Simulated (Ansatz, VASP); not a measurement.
Two plane-wave programs on HfSi3

INCAR

```
  PREC = Accurate
  ENCUT = 520
  EDIFF = 1E-7
  ISMEAR = 0
  SIGMA = 0.1
  LREAL = F
  LASPH = T
  NELM = 100
  ALGO = Normal
  ISIF = 2
  LWAVE = F
  LCHARG = F
  GGA = PE
  NBANDS = 19
```

KPOINTS

```
regular mesh
0
Gamma
  4 4 4
```

File POSCAR:

```
HfSi3
1.0
    0.0000000000      3.2910165300      3.2910165300
    3.2910165300      0.0000000000      3.2910165300
    3.2910165300      3.2910165300      0.0000000000
Hf Si
1 3
Direct
    0.0000000000      0.0000000000      0.0000000000
    0.2500000000      0.2500000000      0.2500000000
    0.7500000000      0.7500000000      0.7500000000
    0.5000000000      0.5000000000      0.5000000000
```

Input for Ansatz:

```yaml
crystal:
  lattice:
    - [0.0, 3.29101653, 3.29101653]
    - [3.29101653, 0.0, 3.29101653]
    - [3.29101653, 3.29101653, 0.0]
  atoms:
    - { symbol: Hf, position: [0.0, 0.0, 0.0] }
    - { symbol: Si, position: [0.25, 0.25, 0.25] }
    - { symbol: Si, position: [0.75, 0.75, 0.75] }
    - { symbol: Si, position: [0.5, 0.5, 0.5] }
basis:
  ecutwfc: 420
kpoints:
  mp_grid: { grid: [4, 4, 4] }
hamiltonian:
  xc: pbe
scf:
  occupations: { method: gaussian, width: 0.1 }
  lower_state_search: "off"
output:
  forces: true
  stress: true
  eigenvalues: true
```

Change from the starting cell: species swapped into the Ti3Os type (Fm-3m, No. 225).

Alike in both runs: task single point; functional PBE; k mesh 4 × 4 × 4; occupations gaussian, width 0.1 eV; no spin polarisation.

```csv
,VASP,Ansatz
version,VASP 6.6.1,Ansatz 0.2.0
potentials or method,"VASP PAW PBE potentials, release 64 (Hf_pv, Si)","scalar-relativistic, plane waves, PAW"
plane-wave cutoff (eV),520,420
valence electrons in the cell,22,38
```

|  | VASP | Ansatz | Ansatz less VASP |
| --- | --- | --- | --- |
| gap on the k mesh at the Fermi level (eV) | none | none | - |
| pressure (GPa) | -4.5 | -4.2 | +0.23 |

A gap of «none» marks a metal or a gap that the smearing closes. The two sets of potentials don't hold the same shells in valence.

Caveats: the k mesh is coarse (spacing up to 0.41 Å⁻¹), so the values aren't converged. Spin-orbit coupling is left out, which matters for the levels of Hf.
